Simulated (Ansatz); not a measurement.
An input for Ansatz 0.2.0 (W2C):

input.yaml

```yaml
crystal:
  lattice:
    - [3.070045642, 0.0, 0.0]
    - [-1.535022821, 2.6587375167, 0.0]
    - [0.0, 0.0, 4.678428]
  atoms:
    - { symbol: W, position: [0.6666666667, 0.3333333333, 0.253669] }
    - { symbol: W, position: [0.3333333333, 0.6666666667, 0.746331] }
    - { symbol: C, position: [0.0, 0.0, 0.0] }
hamiltonian:
  xc: lc_wpbe
  pseudopotentials: { kind: paw, source: jth }
  dispersion: d3bjatm
kpoints:
  mp_grid: { grid: [5, 5, 3] }
  band_path:
    path:
      - [[0.0, 0.0, 0.0], [0.5, 0.0, 0.0], [0.3333333333, 0.3333333333, 0.0], [0.0, 0.0, 0.0], [0.0, 0.0, 0.5], [0.5, 0.0, 0.5], [0.3333333333, 0.3333333333, 0.5], [0.0, 0.0, 0.5]]
      - [[0.5, 0.0, 0.5], [0.5, 0.0, 0.0]]
      - [[0.3333333333, 0.3333333333, 0.0], [0.3333333333, 0.3333333333, 0.5]]
    npoints: 4
scf:
  occupations: { method: fixed }
  n_extra_bands: 7
output:
  forces: true
  stress: true
  eigenvalues: true
  fatbands: false
```

Potentials or basis: JTH PAW.

Run with:

```bash
$ ansatz run input.yaml --threads 2 --pin off --max-ram 5120MiB --backend cpu --events-out ev --progress --plain --runs-dir out
```

Task: What does the program do with it?

Result: The run stopped without a result. It printed:

Output:

```text
Error: kpoints.band_path / output.eigenstates.kpoints / output.eigenstates.nscf_kmesh / output.wannier / output.states_by_energy / output.dos.nscf_kmesh / output.optics.nscf_kmesh / output.boltztrap / output.local_orbitals.kmesh / output.polarization (unless states: scf) / output.orbitals (by a pass of its own) / gw: / phonons.commensurate_couplings.mesh / output.given_orbital_levels with hamiltonian.xc: <exact exchange of several ranges> with hamiltonian.xc: <exact exchange that reaches to infinity> — behind a hybrid SCF this pass is solved under, or applies, the exchange operator itself, at k-points off the SCF's mesh, which is served of several ranges of exact exchange only where none reaches to infinity: one that does (lc_wpbe's) diverges towards zero momentum transfer, and no level off the mesh has been held to a reference under several; use a hybrid whose last range ends, as hiss, or one of one range, or do without the pass
```
